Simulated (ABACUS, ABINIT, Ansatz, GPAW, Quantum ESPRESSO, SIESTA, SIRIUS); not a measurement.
# MoS2: 7 runs at one level of theory

```
CELL_PARAMETERS angstrom
1.58000 0.91221 6.15000
-1.58000 0.91221 6.15000
0.00000 -1.82443 6.15000
ATOMIC_POSITIONS crystal
Mo 0.00109 0.99465 0.00229
S 0.39382 0.43175 0.43359
S 0.24200 0.24394 0.26031
```

Atoms were shifted at random by some hundredths of an Å from the given cell, which wasn't relaxed again for these runs.

Alike in all runs: task single point; functional PBEsol; k mesh 10 × 10 × 10; occupations fermi-dirac, width 0.05 eV; no spin polarisation; no spin-orbit coupling. Pressure is positive in compression and, in plane waves, holds the error of the finite cutoff.

```json
{"program and potentials": "SIESTA, files PseudoDojo sr-pbesol-0.4.1-standard, DZP (energy shift 0.003 Ry; two zetas on semicore shells)", "plane-wave cutoff (eV)": "-", "notes": "atomic basis", "band gap (eV)": "0.91", "pressure (GPa)": "-0.16", "largest force (eV/Å)": "1.245", "energy over the undisturbed cell (meV/atom)": "7.25"}
{"program and potentials": "ABINIT, PseudoDojo NC SR PBEsol v0.4.1 standard", "plane-wave cutoff (eV)": "1088", "notes": "-", "band gap (eV)": "0.85", "pressure (GPa)": "-2.92", "largest force (eV/Å)": "1.196", "energy over the undisturbed cell (meV/atom)": "-"}
{"program and potentials": "SIRIUS, PseudoDojo 0.4.1 PBEsol standard (scalar relativistic)", "plane-wave cutoff (eV)": "1102", "notes": "-", "band gap (eV)": "0.85", "pressure (GPa)": "-2.92", "largest force (eV/Å)": "1.196", "energy over the undisturbed cell (meV/atom)": "-"}
{"program and potentials": "Ansatz, all-electron LAPW, scalar-relativistic", "plane-wave cutoff (eV)": "-", "notes": "-", "band gap (eV)": "0.85", "pressure (GPa)": "-2.97", "largest force (eV/Å)": "1.194", "energy over the undisturbed cell (meV/atom)": "-"}
{"program and potentials": "Quantum ESPRESSO, GBRV 1.5 PBEsol", "plane-wave cutoff (eV)": "612", "notes": "-", "band gap (eV)": "0.85", "pressure (GPa)": "-3.30", "largest force (eV/Å)": "1.193", "energy over the undisturbed cell (meV/atom)": "17.39"}
{"program and potentials": "GPAW, PAW data sets generated for this functional", "plane-wave cutoff (eV)": "600", "notes": "-", "band gap (eV)": "0.84", "pressure (GPa)": "-3.09", "largest force (eV/Å)": "1.192", "energy over the undisturbed cell (meV/atom)": "-"}
{"program and potentials": "ABACUS, PseudoDojo NC SR 0.4.1 PBEsol standard, plane waves", "plane-wave cutoff (eV)": "1102", "notes": "-", "band gap (eV)": "0.85", "pressure (GPa)": "-2.92", "largest force (eV/Å)": "1.196", "energy over the undisturbed cell (meV/atom)": "16.83"}
```

Force on atom 1 (Mo), eV/Å:

| program and potentials | x | y | z |
| --- | --- | --- | --- |
| SIESTA, files PseudoDojo sr-pbesol-0.4.1-standard, DZP (energy shift 0.003 Ry; two zetas on semicore shells) | -0.792 | -0.522 | 0.806 |
| ABINIT, PseudoDojo NC SR PBEsol v0.4.1 standard | -0.769 | -0.505 | 0.765 |
| SIRIUS, PseudoDojo 0.4.1 PBEsol standard (scalar relativistic) | -0.769 | -0.505 | 0.765 |
| Ansatz, all-electron LAPW, scalar-relativistic | -0.767 | -0.504 | 0.764 |
| Quantum ESPRESSO, GBRV 1.5 PBEsol | -0.766 | -0.503 | 0.763 |
| GPAW, PAW data sets generated for this functional | -0.765 | -0.502 | 0.764 |
| ABACUS, PseudoDojo NC SR 0.4.1 PBEsol standard, plane waves | -0.769 | -0.505 | 0.764 |

The band gap spans 0.84 (GPAW, PAW data sets generated for this functional) to 0.91 eV (SIESTA, files PseudoDojo sr-pbesol-0.4.1-standard, DZP (energy shift 0.003 Ry; two zetas on semicore shells)), with all-electron results at 0.85. The pressure spans -3.30 (Quantum ESPRESSO, GBRV 1.5 PBEsol) to -0.16 GPa (SIESTA, files PseudoDojo sr-pbesol-0.4.1-standard, DZP (energy shift 0.003 Ry; two zetas on semicore shells)), with all-electron results at -2.97. The pressure on the cell as given of SIESTA, files PseudoDojo sr-pbesol-0.4.1-standard, DZP (energy shift 0.003 Ry; two zetas on semicore shells) lies far from the others; the cause wasn't traced. The gap is indirect and read on the mesh alone. Rows in atomic bases carry the error of their basis and grid, which can be large.

The functional is the same throughout but for its coding, so the spread measures potentials, basis and numerics; runs on potential files found faulty are left out.
